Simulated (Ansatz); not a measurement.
## Ag (dhcp (4H)): energy against volume

Level of theory: DFT, PBE, plane waves (420 eV) with PAW, scalar-relativistic (Ansatz 0.2.0).

The cell is scaled uniformly from the relaxed one, with fractional coordinates and shape fixed. Energies are extrapolated to zero smearing, pressures are those at the given smearing. Magnetic state: spin not included.

A Birch-Murnaghan fit gives V₀ = 17.87 Å³/atom, B₀ = 90 GPa, B₀′ = 5.8.

Task: What are the energy above the minimum and the pressure at 15.705 Å³/atom?

Result: 99.3 meV/atom and 16.98 GPa as computed.

Task: What are the energy above the minimum and the pressure at 16.419 Å³/atom?

Result: 40.4 meV/atom and 9.81 GPa as computed.

Task: What are the energy above the minimum and the pressure at 17.133 Å³/atom?

Result: 9.5 meV/atom and 4.33 GPa as computed.
